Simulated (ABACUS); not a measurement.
Runs of ABACUS 3.10.1 on La. It takes space group P6_3/mmc (No. 194, hexagonal). Conventional cell: a = 3.750 Å, b = 3.750 Å, c = 6.070 Å, α = 90.00°, β = 90.00°, γ = 120.00°. La (site symmetry -6m2) is surrounded by 12 La at 3.73 to 3.75 Å. This isn't the form of La at room conditions, which is double hcp.

```tsv
level	D2 scale factor	gap on the mesh (eV)	pressure (GPa)	relaxed volume (Å³/atom)
PBE+D3(BJ)	-	none	0.0	(b)
PBE+D3	-	none	0.0	34.97
PBE+D3(BJ)+ABC	-	none	0.0	(a)
PBE+D2	0.75	none	0.0	31.99
PBE	-	none	0.0	37.78
```

Alike in all rows: task relaxation of cell and atoms; potentials or basis PseudoDojo NC SR 0.4.1 PBE standard, plane waves; no spin polarisation; cell relaxed; k mesh 6 × 6 × 4; cutoff (eV) 1510; smearing fermi-dirac 0.05 eV.

Q: Fill in the values left out.

A: (a) 35.30; (b) 34.96.

Caveats: pairwise dispersion overbinds metals, which lowers pressure and volume (some runs); the volume moved by -13 % from the deposited cell, more than functionals usually miss (some runs).

A k mesh can miss the band edges, and the runs leave out spin-orbit coupling on La.

A gap of «none» marks a metal or a gap under the smearing width.
